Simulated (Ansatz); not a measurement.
Space group Pmn2_1 (No. 31). a = 3.300 Å, b = 5.598 Å, c = 3.630 Å, α = 90.00°, β = 90.00°, γ = 90.00°
```json
{"atom": "Sn", "site": "2a", "symmetry": "m..", "x": "0.0000", "y": "0.2427", "z": "0.5421"}
{"atom": "O", "site": "2a", "symmetry": "m..", "x": "0.0000", "y": "0.8768", "z": "0.7079"}
```

Equation of state of this SnO structure (not necessarily the ground state), with shape and atoms relaxed at each volume where symmetry leaves them free. All numbers below come from DFT PBEsol+D3(BJ), scalar-relativistic, plane waves, PAW in Ansatz.

Cutoff 420 eV; k points 8×6×8 on the computed 4-atom cell (Γ-centred); Gaussian smearing, width 0.02 eV; no spin polarisation.

```csv
V (Å³/atom),E − E(largest V) (meV/atom),P (GPa),gap on mesh (eV)
14.750,20.58,6.17,0.80
15.253,4.76,4.06,0.83
15.756,-5.12,2.38,0.88
16.259,-10.27,1.03,0.93
16.761,-11.77,0.01,1.00
17.264,-10.39,-0.83,1.08
17.767,-6.88,-1.42,1.16
18.438,0.00,-1.94,1.25
```

Question: Fit a third-order Birch–Murnaghan equation to E(V).

Answer: V0 = 16.75 Å³/atom, B0 = 30 GPa, B0' = 8.0.

This form isn't the usual stable structure of the compound.

Cost: 8 runs of about 16 core-minutes in all, on Arm Neoverse V1 (shared hosts).